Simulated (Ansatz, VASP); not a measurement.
Two plane-wave programs on AlGa3As2

INCAR

```
PREC = Accurate
ENCUT = 520
EDIFF = 1E-7
ISMEAR = 0
SIGMA = 0.1
LREAL = False
LASPH = True
NELM = 100
ALGO = Fast
ISIF = 2
LWAVE = False
LCHARG = False
GGA = PE
NBANDS = 35
```

The input KPOINTS:

```
regular mesh
0
Gamma
  6 6 6
```

The input POSCAR:

```
AlGa3As2
1.0
    2.7296352600      1.5759556500      4.6297374500
   -2.7296352600      1.5759556500      4.6297374500
    0.0000000000     -3.1519113000      4.6297374500
Al Ga As
1 3 2
Direct
    0.5000000000      0.5000000000      0.5000000000
    0.0000000000      0.5000000000      0.5000000000
    0.5000000000      0.0000000000      0.5000000000
    0.5000000000      0.5000000000      0.0000000000
    0.1246170000      0.1246170000      0.1246170000
    0.8753830000      0.8753830000      0.8753830000
```

Input for Ansatz:

```yaml
crystal:
  lattice:
    - [2.72963526, 1.57595565, 4.62973745]
    - [-2.72963526, 1.57595565, 4.62973745]
    - [0.0, -3.1519113, 4.62973745]
  atoms:
    - { symbol: Al, position: [0.5, 0.5, 0.5] }
    - { symbol: Ga, position: [0.0, 0.5, 0.5] }
    - { symbol: Ga, position: [0.5, 0.0, 0.5] }
    - { symbol: Ga, position: [0.5, 0.5, 0.0] }
    - { symbol: As, position: [0.124617, 0.124617, 0.124617] }
    - { symbol: As, position: [0.875383, 0.875383, 0.875383] }
basis:
  ecutwfc: 420
kpoints:
  mp_grid: { grid: [6, 6, 6] }
hamiltonian:
  xc: pbe
scf:
  occupations: { method: gaussian, width: 0.1 }
  lower_state_search: "off"
output:
  forces: true
  stress: true
  eigenvalues: true
```

Change from the starting cell: species swapped into the Dy2Fe3Ni type (R-3m, No. 166).

Alike in both runs: task single point; functional PBE; k mesh 6 × 6 × 6; occupations gaussian, width 0.1 eV; no spin polarisation.

```csv
,VASP,Ansatz
version,VASP 6.6.1,Ansatz 0.2.0
potentials or method,"VASP PAW PBE potentials, release 64 (Al, Ga_d, As)","scalar-relativistic, plane waves, PAW"
plane-wave cutoff (eV),520,420
valence electrons in the cell,52,72
```

|  | VASP | Ansatz | Ansatz less VASP |
| --- | --- | --- | --- |
| gap on the k mesh at the Fermi level (eV) | none | none | - |
| pressure (GPa) | -2.0 | -2.0 | -0.06 |
| largest component of the traceless stress (GPa) | 0.07 | 0.09 | +0.024 |
| rms of the force components (eV/Å) | 0.069 | 0.069 | 0.0000 |

Atom by atom the forces differ by 0.000 eV/Å (rms over components). A gap of «none» marks a metal or a gap that the smearing closes. The functional is the same, so the differences come from potentials, cutoffs and numerics. The two sets of potentials don't hold the same shells in valence.
